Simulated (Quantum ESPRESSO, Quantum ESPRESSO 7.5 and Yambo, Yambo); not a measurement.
# Quasiparticle gap of InP (F-43m) in Yambo

How does a plane-wave GW calculation on InP (F-43m) run from the first input to the gap?

Method: PBE and many-body steps on it, plane waves, in Quantum ESPRESSO 7.5 and Yambo 5.3.0.

Report form: the programs' logs are mostly left out.

The database entry behind the starting cell differs from later determinations by our own check (0.1 to 0.3 % short, probably kX units), so it need not match the best structure at ambient conditions.

### Step 1. The starting structure

It takes space group F-43m (No. 216, cubic). Conventional cell: a = 5.861 Å, b = 5.861 Å, c = 5.861 Å, α = 90.00°, β = 90.00°, γ = 90.00°. Nearest to In lie 4 P at 2.54 Å. Nearest to P lie 4 In at 2.54 Å. Farther neighbours are not listed.

As a file:

```cif
data_structure
_symmetry_space_group_name_H-M 'P 1'
_symmetry_Int_Tables_number 1
_cell_length_a 4.1444
_cell_length_b 4.1444
_cell_length_c 4.1444
_cell_angle_alpha 60.000
_cell_angle_beta 60.000
_cell_angle_gamma 60.000
_cell_volume 50.33
loop_
_atom_site_label
_atom_site_type_symbol
_atom_site_fract_x
_atom_site_fract_y
_atom_site_fract_z
_atom_site_occupancy
In1 In 0.00000 0.00000 0.00000 1
P2 P 0.25000 0.25000 0.25000 1
```

The cell and positions come from the Crystallography Open Database and are kept as given unless a step says otherwise.

### Step 2. Ground state

This step: Quantum ESPRESSO 7.5; DFT, PBE, plane waves, norm-conserving pseudopotentials.

The ground-state density comes first.

Contents of pw.in:

```
&control
  calculation = 'scf'
  prefix = 'x'
  outdir = 'o'
  pseudo_dir = 'pseudo'
/
&system
  ibrav = 0
  nat = 2
  ntyp = 2
  ecutwfc = 62.0
  nbnd = 14
  force_symmorphic = .true.
/
&electrons
  conv_thr = 1e-10
  electron_maxstep = 80
  mixing_beta = 0.5
/
ATOMIC_SPECIES
  In 114.82 In.upf
  P 30.974 P.upf
CELL_PARAMETERS angstrom
  -0.0000000000 2.9305000000 2.9305000000
  2.9305000000 -0.0000000000 2.9305000000
  2.9305000000 2.9305000000 -0.0000000000
ATOMIC_POSITIONS crystal
  In 0.0000000000 0.0000000000 0.0000000000
  P 0.2500000000 0.2500000000 0.2500000000
K_POINTS automatic
  6 6 6 0 0 0
```

The run is started by

```sh
> OMP_NUM_THREADS=1 mpirun -n 8 pw.x -nk 8 -in pw.in > pw.out
```

Run time: 2.5 s. Hardware: 8 MPI ranks of Arm Neoverse V1, shared host; peak memory 0.43 GiB; 19 s of CPU time.

This step gave:

| Quantity | Value |
| --- | --- |
| total energy | -1997.1250 eV |
| gap | 0.7094 eV |
| k of the valence top | 0, 0, 0 |
| k of the conduction bottom | 0, 0, 0 |
| least direct gap | 0.7094 eV |

The gap is direct, at Γ.

### Step 3. Bands along the symmetry lines

The cheap functional maps the bands first; the places of the edges decide which points the dearer methods must see.

Contents of pw.in:

```
&control
  calculation = 'bands'
  prefix = 'x'
  outdir = 'o'
  pseudo_dir = 'pseudo'
/
&system
  ibrav = 0
  nat = 2
  ntyp = 2
  ecutwfc = 62.0
  nbnd = 15
  force_symmorphic = .true.
/
&electrons
  conv_thr = 1e-9
  electron_maxstep = 80
  diago_full_acc = .true.
  diago_thr_init = 5e-6
/
ATOMIC_SPECIES
  In 114.82 In.upf
  P 30.974 P.upf
CELL_PARAMETERS angstrom
  -0.0000000000 2.9305000000 2.9305000000
  2.9305000000 -0.0000000000 2.9305000000
  2.9305000000 2.9305000000 -0.0000000000
ATOMIC_POSITIONS crystal
  In 0.0000000000 0.0000000000 0.0000000000
  P 0.2500000000 0.2500000000 0.2500000000
K_POINTS crystal
  50
  0.00000000 0.00000000 0.00000000 1
  -0.06250000 -0.06250000 0.00000000 1
  -0.12500000 -0.12500000 0.00000000 1
  -0.18750000 -0.18750000 0.00000000 1
  -0.25000000 -0.25000000 0.00000000 1
  -0.31250000 -0.31250000 0.00000000 1
  -0.37500000 -0.37500000 0.00000000 1
  -0.43750000 -0.43750000 0.00000000 1
  -0.50000000 -0.50000000 0.00000000 1
  -0.48437500 -0.48437500 0.03125000 1
  -0.46875000 -0.46875000 0.06250000 1
  -0.45312500 -0.45312500 0.09375000 1
  -0.43750000 -0.43750000 0.12500000 1
  -0.42187500 -0.42187500 0.15625000 1
  -0.40625000 -0.40625000 0.18750000 1
  -0.39062500 -0.39062500 0.21875000 1
  -0.37500000 -0.37500000 0.25000000 1
  -0.37500000 0.00000000 0.37500000 1
  -0.32812500 0.00000000 0.32812500 1
  -0.28125000 0.00000000 0.28125000 1
  -0.23437500 0.00000000 0.23437500 1
  -0.18750000 0.00000000 0.18750000 1
  -0.14062500 0.00000000 0.14062500 1
  -0.09375000 0.00000000 0.09375000 1
  -0.04687500 0.00000000 0.04687500 1
  0.00000000 0.00000000 0.00000000 1
  0.00000000 0.00000000 0.06250000 1
  0.00000000 0.00000000 0.12500000 1
  0.00000000 0.00000000 0.18750000 1
  0.00000000 0.00000000 0.25000000 1
  0.00000000 0.00000000 0.31250000 1
  0.00000000 0.00000000 0.37500000 1
  0.00000000 0.00000000 0.43750000 1
  -0.00000000 -0.00000000 0.50000000 1
  -0.06250000 -0.03125000 0.46875000 1
  -0.12500000 -0.06250000 0.43750000 1
  -0.18750000 -0.09375000 0.40625000 1
  -0.25000000 -0.12500000 0.37500000 1
  -0.31250000 -0.15625000 0.34375000 1
  -0.37500000 -0.18750000 0.31250000 1
  -0.43750000 -0.21875000 0.28125000 1
  -0.50000000 -0.25000000 0.25000000 1
  -0.50000000 -0.28125000 0.21875000 1
  -0.50000000 -0.31250000 0.18750000 1
  -0.50000000 -0.34375000 0.15625000 1
  -0.50000000 -0.37500000 0.12500000 1
  -0.50000000 -0.40625000 0.09375000 1
  -0.50000000 -0.43750000 0.06250000 1
  -0.50000000 -0.46875000 0.03125000 1
  -0.50000000 -0.50000000 0.00000000 1
```

Run time: 2.6 s. Hardware: 8 MPI ranks; peak memory 0.39 GiB.

Numbers from this step:

```yaml
gap: 0.7094 eV
k_of_the_valence_top: 0, 0, 0
k_of_the_conduction_bottom: 0, 0, 0
least_direct_gap: 0.7094 eV
```

The gap is 0.709 eV, as in the run before at this level.

The electronic bands at the labelled points (eV, zero at the top of the highest filled band):

| point | band 6 | band 7 | band 8 | band 9 | band 10 | band 11 | band 12 | band 13 |
| --- | --- | --- | --- | --- | --- | --- | --- | --- |
| Γ | -11.52 | 0.00 | 0.00 | 0.00 | 0.71 | 4.09 | 4.09 | 4.09 |
| halfway | -10.62 | -3.34 | -1.41 | -1.41 | 2.48 | 3.14 | 6.38 | 6.38 |
| X | -9.15 | -5.75 | -2.32 | -2.32 | 1.76 | 2.26 | 9.24 | 9.58 |
| halfway | -9.13 | -5.71 | -2.75 | -2.22 | 2.04 | 2.87 | 8.40 | 8.71 |
| U | -9.16 | -5.61 | -3.30 | -1.94 | 2.36 | 4.39 | 7.52 | 7.55 |
| jump to K | -9.16 | -5.61 | -3.30 | -1.94 | 2.36 | 4.39 | 7.52 | 7.55 |
| halfway | -10.54 | -3.80 | -2.01 | -0.57 | 2.84 | 4.69 | 4.99 | 5.22 |
| Γ | -11.52 | 0.00 | 0.00 | 0.00 | 0.71 | 4.09 | 4.09 | 4.09 |
| halfway | -10.84 | -3.44 | -0.56 | -0.56 | 1.79 | 4.79 | 4.79 | 5.33 |
| L | -9.80 | -5.73 | -0.97 | -0.97 | 1.50 | 4.80 | 4.80 | 7.12 |
| halfway | -9.48 | -5.55 | -2.69 | -1.63 | 3.17 | 4.19 | 5.89 | 7.23 |
| W | -9.07 | -5.60 | -2.95 | -2.91 | 4.30 | 4.38 | 5.57 | 6.21 |
| halfway | -9.11 | -5.68 | -2.65 | -2.64 | 2.69 | 3.10 | 7.66 | 7.75 |
| X | -9.15 | -5.75 | -2.32 | -2.32 | 1.76 | 2.26 | 9.24 | 9.58 |

### Step 4. Empty states on the mesh, 4×4×4 mesh, 123 bands

The sums over transitions need many empty states on a uniform mesh; this step solves for them.

Contents of pw.in:

```
&control
  calculation = 'nscf'
  prefix = 'x'
  outdir = 'o'
  pseudo_dir = 'pseudo'
/
&system
  ibrav = 0
  nat = 2
  ntyp = 2
  ecutwfc = 62.0
  nbnd = 123
  force_symmorphic = .true.
/
&electrons
  conv_thr = 1e-9
  electron_maxstep = 80
  diago_full_acc = .true.
  diago_thr_init = 5e-6
/
ATOMIC_SPECIES
  In 114.82 In.upf
  P 30.974 P.upf
CELL_PARAMETERS angstrom
  -0.0000000000 2.9305000000 2.9305000000
  2.9305000000 -0.0000000000 2.9305000000
  2.9305000000 2.9305000000 -0.0000000000
ATOMIC_POSITIONS crystal
  In 0.0000000000 0.0000000000 0.0000000000
  P 0.2500000000 0.2500000000 0.2500000000
K_POINTS automatic
  4 4 4 0 0 0
```

The run is started by

```sh
> OMP_NUM_THREADS=1 mpirun -n 8 pw.x -nk 4 -in pw.in > pw.out
```

It took 4.4 s on 8 MPI ranks; peak memory 0.47 GiB.

Numbers from this step:

```
gap                                                           : 0.7094 eV
k of the valence top                                          : 0, 0, 0
k of the conduction bottom                                    : 0, 0, 0
least direct gap                                              : 0.7094 eV
k points computed                                             : 8
lowest point of the top converged band, above the valence top : 89.4870 eV
```

On this mesh the gap is 0.709 eV.

### Step 5. Conversion and set-up

This step: Yambo 5.3.0; conversion and set-up on PBE, plane waves, norm-conserving pseudopotentials.

The states are converted to the many-body program's format and the q mesh is built.

The run is started by

```sh
> (cd o/x.save; p2y > p2y.log; mv SAVE ../..); yambo > setup.log
```

Elapsed: 2.4 s, on 1 MPI rank; peak memory 0.24 GiB.

### Step 6. Screening and self-energy, 4×4×4 mesh, 123 bands, screening to 129.3 eV

G0W0 replaces the xc potential by the self-energy, built once from these orbitals. Only a window of levels is corrected, while the sums run over the empty bands that the input names.

This step: G0W0 on PBE, plane waves, norm-conserving pseudopotentials.

Contents of gw1.in:

```
HF_and_locXC
gw0
dyson
ppa
em1d
rim_cut
RandQpts= 1000000
RandGvec= 1 RL
EXXRLvcs= 62 Ry
VXCRLvcs= 248 Ry
Chimod= "HARTREE"
% BndsRnXp
 1 | 123 |
%
NGsBlkXp= 9.5 Ry
% LongDrXp
 1 | 1 | 1 |
%
% GbndRnge
 1 | 123 |
%
DysSolver= "n"
ExtendOut
PPAPntXp= 27.21138 eV
% QPkrange
 1 | 8 | 7 | 14 |
%
```

The run is started by

```sh
> OMP_NUM_THREADS=1 mpirun -n 8 yambo -F gw1.in -J gw1 -C gw1 > gw1.log
```

Run time: 2.2 min. Hardware: 8 MPI ranks; peak memory 2.9 GiB.

This step gave:

* G0W0 gap on the mesh: 1.046 eV
* starting gap on the mesh: 0.7094 eV
* k of the valence top: 0, 0, 0
* k of the conduction bottom: 0, 0, 0
* least direct G0W0 gap on the computed points: 1.046 eV
* Z at the valence top: 0.7821
* Z at the conduction bottom: 0.7940

The gap on the mesh goes from 0.71 eV to 1.05 eV, a correction of +0.34 eV.

Limits: finite bands, cutoff and mesh; exchange with frozen shells missing; no spin-orbit coupling; coarse k mesh. v1 is the top filled band, c1 the lowest empty one. The levels before and after the correction (eV, zero at the valence-band top of each column):

|  | conduction bottom | valence top |
| --- | --- | --- |
| Kohn-Sham | 0.71 | 0.00 |
| G0W0 | 1.05 | 0.00 |

|  | level | energy (eV) |
| --- | --- | --- |
| Kohn-Sham | Γ v3-v1 | 0.000 |
| Kohn-Sham | Γ c1 | 0.709 |
| Kohn-Sham | Γ c2-c4 | 4.088 |
| G0W0 | Γ v3-v1 | 0.000 |
| G0W0 | Γ c1 | 1.046 |
| G0W0 | Γ c2-c4 | 4.359 |

### Step 7. Where the time went

Times are wall times on the hardware named with each run, good to a factor of about two.

| step | time | share | memory (GiB) |
| --- | --- | --- | --- |
| ground state | 2.5 s | 2 % | 0.43 |
| bands along the symmetry lines | 2.6 s | 2 % | 0.39 |
| empty states on the mesh | 4.4 s | 3 % | 0.47 |
| conversion and set-up | 2.4 s | 2 % | 0.24 |
| screening and self-energy | 2.2 min | 92 % | 2.9 |

### Step 8. Results

| Item | Value |
| --- | --- |
| PBE gap | 0.71 eV, direct |
| G0W0 gap on the mesh | 1.05 eV |
| GW settings | 4×4×4 mesh, 123 bands, screening to 129.3 eV, Godby-Needs plasmon pole |
| known limits | not at the basis limit; exchange with frozen shells missing; no spin-orbit coupling; coarse k mesh |

What this shows: G0W0 moves the gap on the mesh from 0.71 eV to 1.05 eV (+0.34 eV), with Z of 0.78 and 0.79 at the edges. The dearest step here is «screening and self-energy». Bands and cutoff are finite, so the gap is not at the basis limit. The miss can reach some tenths of an eV and take either sign; the mesh is an error of its own. The 4×4×4 mesh is coarse for this cell, which bears on the long-range parts of exchange and screening. The norm-conserving file of at least one element keeps a d shell over frozen s and p shells of the same row. Exchange with those shells is missing from the self-energy, an error of 0.3 to 0.9 eV in cases checked, whose sign depends on which edge lies on those atoms. The many-body steps are scalar-relativistic: spin-orbit coupling is not in them.

[Paths, hosts, dates, memory and timing lines, banners, echoed tables and standing remarks are left out of the program output.]

[Logs are printed without paths, hosts, clocks, repeated set-up lines and the standing remarks that a program may print on its own settings, such as how far it seeks lower states.]

[Runs of the session that timed out or met a known fault of the program may be left out.]

[Hosts, paths, dates, database ids (printed as entryN), source tags and the programs' standing remarks are cut or masked in the printed files.]
